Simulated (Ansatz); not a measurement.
Energy ranking of H structures

Computed with DFT PBE, scalar-relativistic, plane waves, PAW (Ansatz 0.2.0). All cells share a 420 eV cutoff and Γ-centred k meshes spaced at most 0.3 Å⁻¹ (0.19 for metals, 2π included).

Temperature and zero-point effects are left out. The comparison covers the computed candidates alone. The k mesh leaves about 4 meV/atom of noise in metals. Weakly bound directions are ill-defined at this level, which has no dispersion term (H P-1, H Cmce, H Pnma, H I4/mmm, H P6_3/mmc). No run is spin-polarised.

| # | started from | space group | atoms | V (Å³/atom) | ΔE (meV/atom) | gap on mesh (eV) | rattle test |
| --- | --- | --- | --- | --- | --- | --- | --- |
| 1 | a rattled cell | P-1 (No. 2) | 8 | 15.1 | 0 | 9.43 | - |
| 2 | database cell | Cmce (No. 64) | 4 | 15.4 | 0 | 9.32 | - |
| 3 | database cell | Pnma (No. 62) | 16 | 17.0 | 0 | 9.29 | - |
| 4 | database cell | I4/mmm (No. 139) | 2 | 15.7 | 1 | 9.27 | - |
| 5 | database cell | P6_3/mmc (No. 194) | 4 | 16.5 | 1 | 9.31 | - |
| 6 | database cell | Cmcm (No. 63) | 4 | 17.5 | 2 | 8.84 | returns |
| 7 | database cell | P2_12_12_1 (No. 19) | 8 | 39.4 | 6 | 9.60 | - |
| 8 | database cell | P6_3/mmc (No. 194) | 2 | 14.1 | 352 | 2.90 | - |
| 9 | fcc type | Fm-3m (No. 225) | 1 | 3.0 | 1248 | 0.00 | falls lower |

The first two are tied within the noise. The first: Space group P-1 (No. 2), triclinic, a = 4.794 Å, b = 5.018 Å, c = 6.075 Å, α = 114.0°, β = 112.7°, γ = 91.0°. Around H on Wyckoff site i (2 atoms of the primitive cell) lie 1 H at 0.75 Å; H on Wyckoff site i (2 atoms of the primitive cell) is coordinated by 1 H at 0.75 Å; H on Wyckoff site i (2 atoms of the primitive cell) has 1 H at 0.75 Å; H on Wyckoff site i (2 atoms of the primitive cell) is coordinated by 1 H at 0.75 Å.

```cif
data_structure
_symmetry_space_group_name_H-M 'P-1'
_symmetry_Int_Tables_number 2
_cell_length_a 4.7937
_cell_length_b 5.0182
_cell_length_c 6.0748
_cell_angle_alpha 114.039
_cell_angle_beta 112.658
_cell_angle_gamma 91.008
_cell_volume 120.49
loop_
_atom_site_label
_atom_site_type_symbol
_atom_site_symmetry_multiplicity
_atom_site_Wyckoff_symbol
_atom_site_fract_x
_atom_site_fract_y
_atom_site_fract_z
_atom_site_occupancy
H1 H 2 i 0.83242 0.78188 0.55145 1
H2 H 2 i 0.96894 0.52183 0.05159 1
H3 H 2 i 0.66782 0.71874 0.44836 1
H4 H 2 i 0.53092 0.98171 0.94851 1
```

The second: Space group Cmce (No. 64), orthorhombic, a = 5.432 Å, b = 5.130 Å, c = 4.425 Å. H is coordinated by 1 H at 0.75 Å.